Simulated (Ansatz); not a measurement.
## Sensitivity of the gradients in SiC to the input

Cell: a COD entry, taken as it stands.

Space group P6_3mc (No. 186); a = 3.0790, c = 20.1460 Å, γ = 120.00°.

| site | Wyckoff | site symmetry | x | y | z |
| --- | --- | --- | --- | --- | --- |
| Si1 | 2b | 3m. | 0.3333 | 0.6667 | 0.2500 |
| Si3 | 2b | 3m. | 0.3333 | 0.6667 | 0.6250 |
| Si5 | 2a | 3m. | 0.0000 | 0.0000 | 0.0000 |
| Si7 | 2b | 3m. | 0.3333 | 0.6667 | 0.8750 |
| C9 | 2b | 3m. | 0.3333 | 0.6667 | 0.9690 |
| C11 | 2a | 3m. | 0.0000 | 0.0000 | 0.0940 |
| C13 | 2b | 3m. | 0.3333 | 0.6667 | 0.3440 |
| C15 | 2b | 3m. | 0.3333 | 0.6667 | 0.7190 |

One atom of each set is listed.

Reference run. Level of theory: DFT, PBE, plane waves and PAW, scalar-relativistic, 420 eV cutoff, Γ-centred 10×10×2 k-points, Fermi–Dirac smearing 0.02 eV (Ansatz 0.2.0).

**Question.** The input is changed as follows: `hamiltonian.xc`: pbe → pbesol. What happens to V_zz (10²¹ V/m²) and η?

**Answer.** 

| site | V_zz reference | η reference | V_zz changed | η changed |
| --- | --- | --- | --- | --- |
| Si3 | 0.30 | 0.00 | 0.30 | 0.00 |
| Si5 | 0.26 | 0.00 | 0.26 | 0.00 |
| Si7 | 0.34 | 0.00 | 0.33 | 0.00 |
| C9 | 0.037 | 0.00 | 0.039 | 0.00 |
| C11 | 0.029 | 0.00 | 0.031 | 0.00 |
| C13 | 0.18 | 0.00 | 0.19 | 0.00 |
| C15 | 0.062 | 0.00 | 0.060 | 0.00 |

No V_zz moves by more than 0.01. Sites with |V_zz| of 0.02 or less aren't listed. SCF iterations: 6 and 7.

On the reference run: The values hang on the deposited positions: relaxing the atoms moves V_zz on Si1 from -0.015 to -0.092, on Si3 from 0.30 to 0.17, on Si5 from 0.26 to 0.13.
